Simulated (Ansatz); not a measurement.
## BN in Ansatz: the effect of functional

Crystal: BN.

```
N B
1.0
     0.00000    1.81300    1.81300
     1.81300    0.00000    1.81300
     1.81300    1.81300    0.00000
N B
1 1
Direct
  0.25000 0.25000 0.25000
  0.00000 0.00000 0.00000
```

The cell is a database's computed one.

Alike in all runs:

```yaml
Program: Ansatz 0.2.0
Task: single point
Potentials_or_basis: all-electron PAW datasets made for the crystal
k_mesh: 10 × 10 × 10
Occupations: fermi-dirac, width 0.05 eV
Spin: no spin polarisation
```

```csv
functional,cutoff,gap on the mesh (eV),pressure (GPa)
PBE,520 eV (chosen from the basis error),4.46,-0.4
HSE06,580 eV (chosen from the basis error),?,?
PBE0,580 eV (chosen from the basis error),6.53,-9.5
```

What does the run with functional HSE06 give?

gap on the mesh 5.77 eV; pressure -9.5 GPa.

A k mesh can miss the band edges.
